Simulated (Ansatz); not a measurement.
A relaxation computed with Ansatz, from input to last step.

```yaml
crystal:
  lattice:
    - [-4.6158844126, 4.6158844126, 2.6720457958]
    - [4.6158844126, -4.6158844126, 2.6720457958]
    - [4.6158844126, 4.6158844126, -2.6720457958]
  atoms:
    - { symbol: Si, position: [0.1762769456, 0.1762769456, 0.3525538913] }
    - { symbol: Si, position: [0.8237230544, 0.1762769456, 0.0] }
    - { symbol: Si, position: [0.1762769456, 0.8237230544, 0.0] }
    - { symbol: Si, position: [0.8237230544, 0.8237230544, 0.6474461087] }
    - { symbol: O, position: [0.5, 0.5, 0.5] }
    - { symbol: O, position: [0.0, 0.5, 0.0] }
    - { symbol: O, position: [0.5, 0.0, 0.0] }
    - { symbol: O, position: [0.0, 0.0, 0.5] }
    - { symbol: O, position: [0.0, 0.2047772729, 0.2047772729] }
    - { symbol: O, position: [0.7952227271, 0.0, 0.7952227271] }
    - { symbol: O, position: [0.2047772729, 0.0, 0.2047772729] }
    - { symbol: O, position: [0.0, 0.7952227271, 0.7952227271] }
basis:
  ecutwfc: 420
kpoints:
  mp_grid: { grid: [6, 6, 6] }
hamiltonian:
  xc: lda
scf:
  occupations: { method: gaussian, width: 0.02 }
output:
  forces: true
  stress: true
  eigenvalues: true
relax:
  adjacent_minimum: "off"
  f_tol: 0.01
  max_steps: 30
  cell: { stress_tol: 0.1, fix: [volume] }
```

```bash
ansatz run input.yaml --threads 2 --pin off --max-ram 5120MiB --backend cpu --events-out ev --progress --plain --runs-dir out
```

Method: Ansatz 0.2.0, DFT LDA, scalar-relativistic, plane waves, PAW.

The volume is held at 1.1 times that of the relaxed cell.

Of 4 frames 3 are shown, positions in Å and forces in eV/Å; the SCF threshold varies from step to step. Steps run on the plane waves of an earlier cell, with a Pulay correction in the pressure. The basis is chosen afresh for the last frame, the zero of the energies, and at times for earlier ones too; energy and pressure step there, also at an unchanged geometry.

```xyz
12
Lattice="-4.6159 4.6159 2.6720 4.6159 -4.6159 2.6720 4.6159 4.6159 -2.6720" Properties=species:S:1:pos:R:3:forces:R:3 pbc="T T T" step=1 free_energy_over_end_meV_per_atom=0.61 pressure_GPa=-11.29
Si    1.6273    1.6273    0.0000   -0.0309   -0.0309    0.0000
Si   -2.9885    2.9885    2.6720   -0.0309    0.0309    0.0000
Si    2.9885   -2.9885    2.6720    0.0309   -0.0309    0.0000
Si    2.9885    2.9885    2.6720    0.0309    0.0309    0.0000
O     2.3079    2.3079    1.3360    0.0000    0.0000    0.0000
O     2.3079   -2.3079    1.3360    0.0000    0.0000    0.0000
O    -2.3079    2.3079    1.3360    0.0000    0.0000    0.0000
O     2.3079    2.3079   -1.3360    0.0000    0.0000    0.0000
O     1.8905    0.0000    0.0000   -0.1696    0.0000    0.0000
O     0.0000    7.3413    0.0000    0.0000    0.1696    0.0000
O     0.0000    1.8905    0.0000    0.0000   -0.1696    0.0000
O     7.3413    0.0000    0.0000    0.1696    0.0000    0.0000
12
Lattice="-4.6196 4.6196 2.6677 4.6196 -4.6196 2.6677 4.6196 4.6196 -2.6677" Properties=species:S:1:pos:R:3:forces:R:3 pbc="T T T" step=2 free_energy_over_end_meV_per_atom=0.32 pressure_GPa=-11.21
Si    1.6270    1.6270    0.0000   -0.0057   -0.0057    0.0000
Si   -2.9926    2.9926    2.6677   -0.0057    0.0057    0.0000
Si    2.9926   -2.9926    2.6677    0.0057   -0.0057    0.0000
Si    2.9926    2.9926    2.6677    0.0057    0.0057    0.0000
O     2.3098    2.3098    1.3339    0.0000    0.0000    0.0000
O     2.3098   -2.3098    1.3339    0.0000    0.0000    0.0000
O    -2.3098    2.3098    1.3339    0.0000    0.0000    0.0000
O     2.3098    2.3098   -1.3339    0.0000    0.0000    0.0000
O     1.8866    0.0000    0.0000   -0.1314    0.0000    0.0000
O     0.0000    7.3526    0.0000    0.0000    0.1314    0.0000
O     0.0000    1.8866    0.0000    0.0000   -0.1314    0.0000
O     7.3526    0.0000    0.0000    0.1314    0.0000    0.0000
12
Lattice="-4.6235 4.6235 2.6632 4.6235 -4.6235 2.6632 4.6235 4.6235 -2.6632" Properties=species:S:1:pos:R:3:forces:R:3 pbc="T T T" step=4 free_energy_over_end_meV_per_atom=0.00 pressure_GPa=-11.02
Si    1.6265    1.6265    0.0000    0.0078    0.0078    0.0000
Si   -2.9970    2.9970    2.6632    0.0078   -0.0078    0.0000
Si    2.9970   -2.9970    2.6632   -0.0078    0.0078    0.0000
Si    2.9970    2.9970    2.6632   -0.0078   -0.0078    0.0000
O     2.3118    2.3118    1.3316    0.0000    0.0000    0.0000
O     2.3118   -2.3118    1.3316    0.0000    0.0000    0.0000
O    -2.3118    2.3118    1.3316    0.0000    0.0000    0.0000
O     2.3118    2.3118   -1.3316    0.0000    0.0000    0.0000
O     1.8735    0.0000    0.0000    0.0073    0.0000    0.0000
O     0.0000    7.3736    0.0000    0.0000   -0.0073    0.0000
O     0.0000    1.8735    0.0000    0.0000    0.0073    0.0000
O     7.3736    0.0000    0.0000   -0.0073    0.0000    0.0000
```

It took 31 s on 2 threads of Arm Neoverse V2, with other jobs on the host, peak memory 0.56 GiB.